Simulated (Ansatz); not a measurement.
Rutile RuO2

Calculation: r²SCAN in Ansatz (plane waves, PAW).

Settings: plane-wave cutoff 560 eV, 12×12×18 k mesh (along the axes of the cell as run), Fermi–Dirac smearing 0.05 eV, no spin polarisation, scalar-relativistic PAW data made under PBE.

Cell (relaxed at this level):

```xyz
6
Lattice="4.4800 0.0000 0.0000 0.0000 4.4800 0.0000 0.0000 0.0000 3.1066" Properties=species:S:1:pos:R:3 pbc="T T T"
Ru     0.0000     0.0000     0.0000
Ru     2.2400     2.2400     1.5533
O      1.3678     1.3678     0.0000
O      3.6078     0.8722     1.5533
O      0.8722     3.6078     1.5533
O      3.1122     3.1122     0.0000
```

For rutile RuO2, the bulk modulus is 280 GPa and the band gap is none. The pressure derivative B′ of the bulk modulus is 4.6.

Measured, for comparison: bulk modulus 270 GPa (room temperature, no zero-point or thermal correction; as tabulated in LI and ZENG (2008), arXiv:0807.3251). Computed (rounded) less measured: bulk modulus +4 %. A static lattice is as a rule a little smaller and stiffer than an uncorrected measurement, which can account for part of this.

Note: the bulk modulus comes from volumes at which shape and atoms were relaxed.

Spin–orbit coupling is not included.

The computed numbers hold no vibrational or temperature effects.

Ansatz is a first-principles code.
